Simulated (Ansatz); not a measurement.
Varying the input for Cd

The reference input for Ansatz (plane-wave DFT with PAW):

```yaml
crystal:
  lattice:
    - [2.9788725081, 0.0, 0.0]
    - [-1.489436254, 2.5797792666, 0.0]
    - [0.0, 0.0, 5.61765]
  atoms:
    - { symbol: Cd, position: [0.3333333333, 0.6666666667, 0.25] }
    - { symbol: Cd, position: [0.6666666667, 0.3333333333, 0.75] }
basis:
  ecutwfc: 420
kpoints:
  mp_grid: { grid: [6, 6, 4] }
hamiltonian:
  xc: pbe
scf:
  occupations: { method: gaussian, width: 0.1 }
output:
  forces: true
  stress: true
  eigenvalues: true
```

Command:

```bash
ansatz run input.yaml --threads 1 --pin off --max-ram 1331MiB --backend cpu --events-out ev --progress --plain --runs-dir out
```

The run converges in 6 SCF iterations on 21 irreducible k-points: pressure 3.93 GPa, no gap.

Settings here are deliberately varied, not converged. Each trial's input is given as a difference from the reference's; energies are extrapolated to zero smearing where there is one, and pressure is positive in compression. Charged cells sit in a uniform background, and their pressures hang on that convention.

Problem. Trial 1:

```diff
 hamiltonian:
+  hubbard: { sites: [{ species: Cd, l: d, u_eff: 1.4 }] }
```

What does the program give?

Solution. The run converges in 7 SCF iterations on 21 irreducible k-points: pressure 4.18 GPa, no gap. It warns that the count of filled bands differs between k-points. Under a U the state reached may not be the lowest.

Problem. Trial 2:

```diff
 basis:
-  ecutwfc: 420
+  ecutwfc: 210
 kpoints:
-  mp_grid: { grid: [6, 6, 4] }
+  mp_grid: { grid: [1, 5, 2] }
 hamiltonian:
-  xc: pbe
+  xc: blyp
```

What does the program give?

Solution. The run converges in 7 SCF iterations on 6 irreducible k-points: pressure -5.16 GPa (unreliable at so low a cutoff), largest force 0.059 eV/Å (unreliable too), no gap. It warns that the cutoff lies under the recommended one, 420 eV for these potentials; that the mesh lowers the symmetry. Forces of BLYP on these PAW sets can be off by 10 %.

Problem. Trial 3 (strained):

```diff
 crystal:
   lattice:
-    - [2.9788725081, 0.0, 0.0]
-    - [-1.489436254, 2.5797792666, 0.0]
-    - [0.0, 0.0, 5.61765]
+    - [2.9681303354, 0.0195177121, 0.009015957]
+    - [-1.4671623331, 2.5916717945, 0.0168032167]
+    - [0.0170025709, 0.04640662, 5.6349691622]
-basis:
-  ecutwfc: 420
+basis: {}
 kpoints:
-  mp_grid: { grid: [6, 6, 4] }
+  mp_grid: { grid: [6, 1, 3] }
 hamiltonian:
+  pseudopotentials: { kind: nc }
```

What does the program give?

Solution. The run converges in 7 SCF iterations on 10 irreducible k-points: at 1071 eV, the cutoff that these potentials take when none is typed, pressure -13.32 GPa, largest force 0.076 eV/Å, no gap.

Problem. Trial 4:

```diff
 scf:
-  occupations: { method: gaussian, width: 0.1 }
+  occupations: { method: tetrahedron_uncorrected }
```

What does the program give?

Solution. The run converges in 6 SCF iterations on 21 irreducible k-points: energy 119 meV per atom above the reference, pressure 3.93 GPa, no gap. It warns that the printed bands weren't solved further after the SCF.

Problem. Trial 5 (volume scaled):

```diff
 crystal:
   lattice:
-    - [2.9788725081, 0.0, 0.0]
-    - [-1.489436254, 2.5797792666, 0.0]
-    - [0.0, 0.0, 5.61765]
+    - [2.9578727086, 0.0, 0.0]
+    - [-1.4789363543, 2.5615929068, 0.0]
+    - [0.0, 0.0, 5.5780479281]
 basis:
-  ecutwfc: 420
+  ecutwfc: 280
+  ecutrho_ratio: 2
 scf:
-  occupations: { method: gaussian, width: 0.1 }
+  occupations: { method: fermi_dirac, width: "1000 K" }
+  max_iter: 90
+magnetization:
+  spin_polarized: true
+  initial_magnetization: 6.0
```

What does the program give?

Solution. The run converges in 13 SCF iterations on 21 irreducible k-points: energy 359 meV per atom above the reference, pressure 6.33 GPa, no gap, cell moment 0.00 μB. It warns that the cutoff lies under the recommended one, 420 eV for these potentials; that the starting moments were lost.

Problem. Trial 6:

```diff
 basis:
-  ecutwfc: 420
+  ecutwfc: 350
 hamiltonian:
-  xc: pbe
+  xc: rpbe
 scf:
+  mixing: { beta: 0.53 }
+  initial_density: { chi_scale: 0, normalization: atom }
+  max_iter: 83
+relax:
+  adjacent_minimum: "off"
+  f_tol: 0
```

What happens?

Solution. The program refuses the input:

```text
Error: invalid value for `relax.f_tol`: must be finite and > 0; got 0 eV/Å
```

Next try, with these keys changed back:

```diff
-relax:
-  adjacent_minimum: "off"
-  f_tol: 0
```

The run converges in 7 SCF iterations on 21 irreducible k-points: pressure 6.62 GPa, no gap. It warns that the cutoff lies under the recommended one, 420 eV for these potentials.

Problem. Trial 7:

```diff
 crystal:
   atoms:
-    - { symbol: Cd, position: [0.3333333333, 0.6666666667, 0.25] }
+    - { symbol: Cd, position: [0.3333333333, 0.6666666667, 0.25], spin: 32.0 }
 kpoints:
-  mp_grid: { grid: [6, 6, 4] }
+  mp_grid: { grid: [3, 3, 1] }
 scf:
-  occupations: { method: gaussian, width: 0.1 }
+  occupations: { method: tetrahedron, width: 0.05 }
+  lower_state_search: "off"
+  mixing:
+    algorithm: msr1
+    ndim: 4
+    preconditioner: kerker_dos
+    globalisation: backtrack
+  initial_density: { chi_scale: 0, normalization: atom }
+  max_iter: 56
 output:
+  populations: true
+  polarization: {}
+magnetization:
+  spin_polarized: true
```

How does this run end?

Solution. The program refuses the input:

```text
  2. output.polarization with scf.occupations: <smearing|tetrahedron|explicit> — the Berry phase is that of a manifold of filled bands, the same in number at every k-point — a smearing, tetrahedron or explicit fill defines no such manifold; use …
```

Next try, with these keys changed back:

```diff
 scf:
-  occupations: { method: tetrahedron, width: 0.05 }
+  occupations: { method: gaussian, width: 0.1 }
```

The message stays the same; the change is kept.

Next try, with these keys changed back:

```diff
 crystal:
   atoms:
-    - { symbol: Cd, position: [0.3333333333, 0.6666666667, 0.25], spin: 32.0 }
+    - { symbol: Cd, position: [0.3333333333, 0.6666666667, 0.25] }
 scf:
-  lower_state_search: "off"
 output:
-  populations: true
-magnetization:
-  spin_polarized: true
```

The message stays the same; the change is kept.

Next try, with these keys changed back:

```diff
 scf:
-  mixing:
-    algorithm: msr1
-    ndim: 4
-    preconditioner: kerker_dos
-    globalisation: backtrack
-  initial_density: { chi_scale: 0, normalization: atom }
```

The program refuses the input:

```text
Error: output.polarization with scf.occupations: <smearing|tetrahedron|explicit> — the Berry phase is that of a manifold of filled bands, the same in number at every k-point — a smearing, tetrahedron or explicit fill defines no such manifold; use scf.occupations.method: fixed on an insulating deck
```

Next try, with these keys changed back:

```diff
 kpoints:
-  mp_grid: { grid: [3, 3, 1] }
+  mp_grid: { grid: [6, 6, 4] }
```

The message stays the same; the change is kept.

Problem. Trial 8 (volume scaled):

```diff
 crystal:
   lattice:
-    - [2.9788725081, 0.0, 0.0]
-    - [-1.489436254, 2.5797792666, 0.0]
-    - [0.0, 0.0, 5.61765]
+    - [3.1389220941, 0.0, 0.0]
+    - [-1.569461047, 2.718386274, 0.0]
+    - [0.0, 0.0, 5.9194764645]
 basis:
-  ecutwfc: 420
+  ecutwfc: "17 Ry"
 kpoints:
-  mp_grid: { grid: [6, 6, 4] }
+  mp_grid: { grid: [6, 6, 4], shift: [0.5, 0.5, 0] }
 scf:
-  occupations: { method: gaussian, width: 0.1 }
+  occupations: { method: fermi_dirac, width: 0.68 }
```

How does this run end?

Solution. The run converges in 7 SCF iterations on 36 irreducible k-points: energy 3.58 eV per atom above the reference (the smearing is far too wide for the extrapolation to zero width), pressure -2.55 GPa (unreliable at so low a cutoff), no gap. It warns that the cutoff lies under the recommended one, 420 eV for these potentials; that the mesh lowers the symmetry.

Problem. Trial 9 (volume scaled):

```diff
 crystal:
   lattice:
-    - [2.9788725081, 0.0, 0.0]
-    - [-1.489436254, 2.5797792666, 0.0]
-    - [0.0, 0.0, 5.61765]
+    - [2.8546057774, 0.0, 0.0]
+    - [-1.4273028887, 2.472161121, 0.0]
+    - [0.0, 0.0, 5.383303952]
+total_charge: -1
-basis:
-  ecutwfc: 420
+basis: {}
 kpoints:
-  mp_grid: { grid: [6, 6, 4] }
+  mp_grid: { grid: [3, 3, 1] }
 hamiltonian:
+  pseudopotentials: { kind: nc }
 scf:
+  max_iter: 97
+magnetization:
+  spin_polarized: true
+  per_species: { Gd: 2.0 }
```

How does this run end?

Solution. The run converges in 9 SCF iterations on 3 irreducible k-points: at 1071 eV, the cutoff that these potentials take when none is typed, pressure 29.94 GPa (with the neutralising background of the charged cell), no gap, cell moment 0.00 μB. It warns that no starting moments were given.

Problem. Trial 10:

```diff
 kpoints:
-  mp_grid: { grid: [6, 6, 4] }
+  mp_grid: { grid: [3, 3, 1], shift: [0.36, 0.28, 0.47] }
 scf:
+  lower_state_search: "off"
+  mixing: { beta: 0.08, ndim: 3, globalisation: backtrack }
+  max_iter: 75
```

What does the program give?

Solution. The run converges in 10 SCF iterations on 6 irreducible k-points: energy 267 meV per atom below the reference, pressure -3.77 GPa, largest force 0.019 eV/Å, gap on the sampled k-points 1.32 eV (the reference is a metal, so it comes from the sampling or the changed settings). It warns that the mesh lowers the symmetry.